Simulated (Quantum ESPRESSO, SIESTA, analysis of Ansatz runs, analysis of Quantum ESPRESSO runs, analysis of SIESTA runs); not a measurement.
# V_Cl in NaCl (Fm-3m): how far do the levels depend on the basis, the mesh and the program? (SIESTA and Quantum ESPRESSO), part 5 of 5

Question: at which Fermi levels does V_Cl in NaCl (Fm-3m) change its charge, and how much of the answer depends on the basis, the mesh and the program? The model is a cell of 54 host atoms with 1 Cl taken out.

SIESTA and Quantum ESPRESSO ; SIESTA numerical-orbital DFT, PBEsol, DZP basis, PseudoDojo 0.4.1 potentials converted to PSML; charged supercells in a uniform background, point-charge correction with alignment at far sites.

So far. Step 11 (SIESTA, PBEsol, DZP, mesh 180 Ry, energy shift 0.005 …): Against the first level the gap goes from 5.10 to 5.10 eV, and the level that moves most, (+1/0), from 3.90 to 3.91 eV.

## Step 12: Quantum ESPRESSO, plane waves, PBEsol, k = ¼

Level of this step: Quantum ESPRESSO plane-wave DFT, PBEsol, PseudoDojo 0.4.1 SR PBEsol standard potentials; single point of a defect supercell at fixed charge in a uniform background (Quantum ESPRESSO).

The same functional and the same PseudoDojo potentials in plane waves, on the same structures: what changes is the basis alone.

Contents of pw.in:

```
&CONTROL
  calculation = 'scf'
  prefix = 'pwscf'
  outdir = './tmp'
  pseudo_dir = './pseudo'
  tprnfor = .true.
  disk_io = 'low'
/
&SYSTEM
  ibrav = 0
  nat = 53
  ntyp = 2
  ecutwfc = 88
  nbnd = 217
  occupations = 'smearing'
  smearing = 'fd'
  degauss = 0.00073499
  tot_charge = -1
  nosym = .true.
/
&ELECTRONS
  conv_thr = 5d-08
  electron_maxstep = 100
  mixing_beta = 0.5
/
ATOMIC_SPECIES
Na    22.9898 Na.upf
Cl    35.4500 Cl.upf
CELL_PARAMETERS angstrom
   0.0064680000    8.4148290000    8.4148290000
   8.4148290000    0.0064680000    8.4148290000
   8.4148290000    8.4148290000    0.0064680000
ATOMIC_POSITIONS crystal
Na    -0.0000537344    0.0000097738   -0.0000122281
Cl     0.1668911325    0.1667126197    0.1667396166
[... 25 atom lines left out ...]
Na     0.3423387557    0.3424859901    0.6576792840
[... 3 atom lines left out ...]
Na     0.3426228301    0.6575720812    0.3425872703
[... 1 atom line left out ...]
Na     0.3424628177    0.6574816424    0.6574457258
[... 9 atom lines left out ...]
Na     0.6573476502    0.3425886859    0.3425666840
[... 1 atom line left out ...]
Na     0.6571021958    0.3430064999    0.6568250907
[... 3 atom lines left out ...]
Na     0.6575182582    0.6574209741    0.3424883731
[... 2 atom lines left out ...]
Cl     0.8332267383    0.8332465995    0.8331524075
K_POINTS crystal
1
0.25 0.25 0.25 1.0
```

Contents of pp_potential.in:

```
&INPUTPP
  prefix = 'pwscf'
  outdir = './tmp'
  filplot = 'potential.dat'
  plot_num = 11
/
&PLOT
  nfile = 1
  filepp(1) = 'potential.dat'
  iflag = 3
  output_format = 6
  fileout = 'potential.cube'
/
```

On the command line:

```console
$ OMP_NUM_THREADS=1 pw.x -in pw.in > pw.out
$ OMP_NUM_THREADS=1 pp.x -in pp_potential.in > pp_potential.out
```

Log:

```text
This program is part of the open-source Quantum ESPRESSO suite
     for quantum simulation of materials; please cite
         "P. Giannozzi et al., J. Phys.:Condens. Matter 21 395502 (2009);
         "P. Giannozzi et al., J. Phys.:Condens. Matter 29 465901 (2017);
         "P. Giannozzi et al., J. Chem. Phys. 152 154105 (2020);
          URL
     in publications or presentations arising from this work. More details at

     Subspace diagonalization in iterative solution of the eigenvalue problem:
     a serial algorithm will be used

     G-vector sticks info
     --------------------
     sticks:   dense  smooth     PW     G-vecs:    dense   smooth      PW
     Sum       12275   12275   3115               895699   895699  115171

     Using Slab Decomposition

     bravais-lattice index     =            0
     lattice parameter (alat)  =      22.4884  a.u.
     unit-cell volume          =    8032.6985 (a.u.)^3
     number of atoms/cell      =           53
     number of atomic types    =            2
     number of electrons       =       426.00
     number of Kohn-Sham states=          217
     kinetic-energy cutoff     =      88.0000  Ry
     charge density cutoff     =     352.0000  Ry
     scf convergence threshold =      5.0E-08
     mixing beta               =       0.5000
     number of iterations used =            8  plain     mixing
     Exchange-correlation= PBESOL
                           (   1   4  10   8   0   0   0)

     celldm(1)=  22.488435  celldm(2)=   0.000000  celldm(3)=   0.000000
     celldm(4)=   0.000000  celldm(5)=   0.000000  celldm(6)=   0.000000

     crystal axes: (cart. coord. in units of alat)
               a(1) = (   0.000544   0.707107   0.707107 )
               a(2) = (   0.707107   0.000544   0.707107 )
               a(3) = (   0.707107   0.707107   0.000544 )

     reciprocal axes: (cart. coord. in units 2 pi/alat)
               b(1) = ( -0.707923  0.707379  0.707379 )
               b(2) = (  0.707379 -0.707923  0.707379 )
               b(3) = (  0.707379  0.707379 -0.707923 )

     PseudoPot. # 1 for Na read from file:
     Na.upf
     Pseudo is Norm-conserving, Zval =  9.0
     Generated using ONCVPSP code by D. R. Hamann
     Using radial grid of 2016 points,  4 beta functions with:
                l(1) =   0
                l(2) =   0
                l(3) =   1
                l(4) =   1

     PseudoPot. # 2 for Cl read from file:
     Cl.upf
     Pseudo is Norm-conserving + core correction, Zval =  7.0
     Generated using ONCVPSP code by D. R. Hamann
     Using radial grid of 1028 points,  6 beta functions with:
                l(1) =   0
                l(2) =   0
                l(3) =   1
                l(4) =   1
                l(5) =   2
                l(6) =   2

     atomic species   valence    mass     pseudopotential
     Na                9.00    22.98980     Na( 1.00)
     Cl                7.00    35.45000     Cl( 1.00)

     No symmetry found

   Cartesian axes

     site n.     atom                  positions (alat units)
         1        Na     tau(   1) = (  -0.0000018  -0.0000466  -0.0000311  )
         2        Cl     tau(   2) = (   0.2358770   0.2360031   0.2359841  )
         3        Na     tau(   3) = (   0.2355632   0.2356599   0.0001873  )
         4        Cl     tau(   4) = (   0.4714137   0.4714169   0.2362515  )
         5        Na     tau(   5) = (   0.4715623   0.4714071   0.0003756  )
         6        Cl     tau(   6) = (   0.7072614   0.7071244   0.2366393  )
         7        Na     tau(   7) = (   0.2356087   0.0001923   0.2355741  )
         8        Cl     tau(   8) = (   0.4713634   0.2362108   0.4714871  )
         9        Na     tau(   9) = (   0.4716045   0.2355494   0.2355560  )
        10        Cl     tau(  10) = (   0.7071979   0.4686832   0.4687758  )
        11        Na     tau(  11) = (   0.7070539   0.4716753   0.2359936  )
[...]
Davidson diagonalization with overlap
     ethr =  1.00E-02,  avg # of iterations =  2.0

     Threshold (ethr) on eigenvalues was too large:
     Diagonalizing with lowered threshold

     Davidson diagonalization with overlap
     ethr =  3.09E-04,  avg # of iterations =  5.0

     total energy              =   -3320.96937261 Ry
     estimated scf accuracy    <       1.10751163 Ry

     iteration #  2     ecut=    88.00 Ry     beta= 0.50
     Davidson diagonalization with overlap
     ethr =  2.60E-04,  avg # of iterations =  2.0

     total energy              =   -3321.19976954 Ry
     estimated scf accuracy    <       0.06293804 Ry

     iteration #  3     ecut=    88.00 Ry     beta= 0.50
     Davidson diagonalization with overlap
     ethr =  1.48E-05,  avg # of iterations =  6.0

     total energy              =   -3321.20498623 Ry
     estimated scf accuracy    <       0.01387920 Ry

     iteration #  4     ecut=    88.00 Ry     beta= 0.50
     Davidson diagonalization with overlap
     ethr =  3.26E-06,  avg # of iterations =  8.0

     total energy              =   -3321.20628713 Ry
     estimated scf accuracy    <       0.00225677 Ry

     iteration #  5     ecut=    88.00 Ry     beta= 0.50
     Davidson diagonalization with overlap
     ethr =  5.30E-07,  avg # of iterations =  5.0

     total energy              =   -3321.20661749 Ry
     estimated scf accuracy    <       0.00012543 Ry

     iteration #  6     ecut=    88.00 Ry     beta= 0.50
     Davidson diagonalization with overlap
     ethr =  2.94E-08,  avg # of iterations =  3.0

     total energy              =   -3321.20665876 Ry
     estimated scf accuracy    <       0.00000699 Ry

     iteration #  7     ecut=    88.00 Ry     beta= 0.50
     Davidson diagonalization with overlap
     ethr =  1.64E-09,  avg # of iterations =  3.0

     total energy              =   -3321.20666202 Ry
     estimated scf accuracy    <       0.00000092 Ry

     iteration #  8     ecut=    88.00 Ry     beta= 0.50
     Davidson diagonalization with overlap
     ethr =  2.17E-10,  avg # of iterations =  3.0

     total energy              =   -3321.20666224 Ry
     estimated scf accuracy    <       0.00000018 Ry

     iteration #  9     ecut=    88.00 Ry     beta= 0.50
     Davidson diagonalization with overlap
     ethr =  4.30E-11,  avg # of iterations =  3.0

     End of self-consistent calculation

          k = 0.1767 0.1767 0.1767 (112033 PWs)   bands (ev):

   -47.7237 -47.6943 -47.6929 -47.6913 -47.6911 -47.6909 -47.6907 -47.6901
   -47.6896 -47.6466 -47.6464 -47.6463 -47.6455 -47.6449 -47.6446 -47.6355
   -47.6340 -47.6330 -47.6327 -47.6327 -47.6316 -47.5112 -47.5097 -47.5092
   -47.5091 -47.5087 -47.5085 -19.8264 -19.8261 -19.8260 -19.8039 -19.8032
   -19.8000 -19.7999 -19.7993 -19.7990 -19.7990 -19.7980 -19.7953 -19.7951
   -19.7944 -19.7942 -19.7923 -19.7922 -19.7918 -19.7912 -19.7910 -19.7909
[...]
0.5748   0.6028   0.6031   0.6058   0.6490   0.6521   0.6524   0.7003
     0.7005   0.7100   0.7153   0.7158   0.7277   0.7281   0.7472   0.7567
     0.8097   0.8099   0.9209   0.9212   5.2772   6.5275   7.3500   7.6063
     7.6064

     the Fermi energy is     5.9711 ev

!    total energy              =   -3321.20666230 Ry
     estimated scf accuracy    <          6.4E-09 Ry
     smearing contrib. (-TS)   =       0.00000000 Ry
     internal energy E=F+TS    =   -3321.20666230 Ry

     The total energy is F=E-TS. E is the sum of the following terms:
     one-electron contribution =   -2013.69916197 Ry
     hartree contribution      =    1116.19454380 Ry
     xc contribution           =    -598.56346514 Ry
     ewald contribution        =   -1825.13857898 Ry

     convergence has been achieved in   9 iterations

     Forces acting on atoms (cartesian axes, Ry/au):

     atom    1 type  1   force =     0.00005443   -0.00006517    0.00000797
     atom    2 type  2   force =     0.00014441    0.00008521    0.00004766
     atom    3 type  1   force =    -0.00037823   -0.00040053    0.00006032
     atom    4 type  2   force =    -0.00007471   -0.00012374    0.00008205
     atom    5 type  1   force =     0.00042282    0.00040260   -0.00002684
     atom    6 type  2   force =    -0.00004402    0.00001134    0.00035305
[...]
atom   51 type  2   force =     0.00010754    0.00010005   -0.00005122
     atom   52 type  1   force =    -0.00038474   -0.00036388   -0.00037441
     atom   53 type  2   force =    -0.00007057   -0.00011319   -0.00006240

     Total force =     0.004147     Total SCF correction =     0.000208

=------------------------------------------------------------------------------=
   JOB DONE.
=------------------------------------------------------------------------------=
```

The job ended after 23 min (1 MPI rank of Arm Neoverse V1, shared host; peak memory 3.7 GiB).

On the kept structures the largest force at this level is 0.12 eV/Å, so they are close to rest here too.

By state, in eV; the first energy still holds the atoms taken out or put in:

```csv
charge,moment (μB),"energy over the host, electrons at the valence top",point-charge term,potential shift at far sites,its spread,correction
−1,0,453.777,0.334,-0.100,0.012,0.434
0,1,449.386,0.000,-,-,0.000
+1,0,445.266,0.334,-0.167,0.018,0.168
```

Against the first level the gap goes from 5.10 to 5.00 eV, and the level that moves most, (+1/0), from 3.90 to 3.95 eV; counted from the conduction bottom it moves by 0.16 eV, so it follows the valence band more closely, by this count alone (no common zero is set between the two levels of method).

## Step 13: Side by side

Gap and levels in eV, each above its own valence top, and the processor time of the defect runs (shared machines); later rows of the first program name only what differs from the first row:

```csv
level of method,gap,(+1/0),(0/−1),runs,core time
"SIESTA, PBEsol, DZP, mesh 300 Ry, energy shift 0.005 Ry, with orbitals at the vacancy, k = ¼",5.10,3.90,4.86,relaxations,54 min
"SIESTA, energy shift 0.02 Ry",5.07,3.83,4.83,single points,4.5 min
"SIESTA, energy shift 0.01 Ry",5.06,3.89,4.84,single points,6.1 min
"SIESTA, energy shift 0.002 Ry",5.11,3.91,4.85,single points,16 min
"SIESTA, SZP",5.11,3.83,4.77,single points,7 min
"SIESTA, TZP",5.07,3.88,4.84,single points,12 min
"SIESTA, without orbitals at the vacancy",5.10,3.90,4.86,single points,8.3 min
"SIESTA, mesh 180 Ry",5.10,3.91,4.86,single points,4.5 min
"Quantum ESPRESSO, plane waves, PBEsol, k = ¼",5.00,3.95,4.82,single points,1.6 h
```

Formation energies in eV with the Fermi level at the valence top and the elements as references, each run at its own level:

```csv
level of method,+1,0,−1
"SIESTA, PBEsol, DZP, mesh 300 Ry, energy shift 0.005 Ry, with orbitals at the vacancy, k = ¼",0.88,4.78,9.64
"SIESTA, energy shift 0.02 Ry",1.92,5.75,10.58
"SIESTA, energy shift 0.01 Ry",1.19,5.08,9.92
"SIESTA, energy shift 0.002 Ry",0.70,4.61,9.45
"SIESTA, SZP",1.08,4.91,9.68
"SIESTA, TZP",0.92,4.79,9.64
"SIESTA, without orbitals at the vacancy",0.93,4.83,9.69
"SIESTA, mesh 180 Ry",0.87,4.78,9.64
```

## Step 14: Outcome

```json
{"gap of the host (SIESTA, PBEsol)": "5.10 eV", "largest difference in a level, orbitals against plane waves": "0.06 eV", "difference in the gap, orbitals less plane waves": "0.10 eV", "largest shift of a level that keeps clear of the band edges, SIESTA, energy shift 0.02 Ry": "0.07 eV", "largest shift of a level that keeps clear of the band edges, SIESTA, energy shift 0.01 Ry": "0.02 eV", "largest shift of a level that keeps clear of the band edges, SIESTA, energy shift 0.002 Ry": "0.01 eV", "largest shift of a level that keeps clear of the band edges, SIESTA, SZP": "0.08 eV", "largest shift of a level that keeps clear of the band edges, SIESTA, TZP": "0.02 eV", "largest shift of a level that keeps clear of the band edges, SIESTA, without orbitals at the vacancy": "0.00 eV", "largest shift of a level that keeps clear of the band edges, SIESTA, mesh 180 Ry": "0.02 eV", "level (plus 1/0), SIESTA, PBEsol, DZP, mesh 300 Ry, energy shift 0.005 Ry, with orbitals at the vacancy, k = ¼": "3.90 eV above the valence top", "level (0/minus 1), SIESTA, PBEsol, DZP, mesh 300 Ry, energy shift 0.005 Ry, with orbitals at the vacancy, k = ¼": "4.86 eV above the valence top"}
```

In words: At the level trusted most (SIESTA, PBEsol, DZP, mesh 300 Ry, energy shift 0.005 Ry, with orbitals at the vacancy, k = ¼) the charge changes at 3.90 eV (+1/0) and 4.86 eV (0/−1) above the valence top, in a gap of 5.10 eV. Orbitals and plane waves agree on the levels within 0.06 eV ((+1/0) differs most) and on the gap within 0.10 eV, so the orbital basis serves for these levels. As the energy shift falls from 0.02 to 0.002 Ry, the formation energy at charge +1 goes 1.92, 1.19, 0.88, 0.70 eV; the last step changes it by 0.18 eV. The levels that keep clear of the band edges move by at most 0.07 eV (energy shift 0.02 Ry), 0.02 eV (energy shift 0.01 Ry), 0.01 eV (energy shift 0.002 Ry), 0.08 eV (SZP), 0.02 eV (TZP), 0.00 eV (without orbitals at the vacancy) and 0.02 eV (mesh 180 Ry). Of the charges placed (−1, 0 and +1), the lowest changes at 3.90 eV (+1/0) and 4.86 eV (0/−1) above the valence top, in a gap of 5.10 eV. No levels were formed for SIESTA numerical-orbital DFT, PBEsol, TZDP basis, PseudoDojo 0.4.1 potentials converted to PSML (a run was refused). The formation energy turns negative for some Fermi levels (Na-rich), which would push the Fermi level away from there. Only the charges −1, 0 and +1 were placed; others may be stable too. Limits: one k-point off the zone centre stands for the whole zone; PBEsol makes the gap too small and tends to spread out bound carriers; where a gas molecule sets a chemical potential or the host's formation energy, its binding is uncorrected.

[Logs are printed without paths, hosts, clocks, repeated set-up lines and the standing remarks that a program may print on its own settings, such as how far it seeks lower states.]

[Hosts, paths, dates, database ids (printed as entryN), source tags and the programs' standing remarks are cut or masked in the printed files.]

[For some hosts the program warned that the k-mesh of the response run may be too coarse for force constants and the static dielectric constant; such warnings are not shown here.]

[Charge tables in the logs are Mulliken or Hirshfeld populations, whose sizes and signs can differ; where basis functions stand at a vacancy, SIESTA counts their charge against the missing atom's valence.]

[In relaxation paths of CP2K, step 0 can be the structure after the first move, since the trajectory file begins there, and the last row can be the final structure solved once more.]
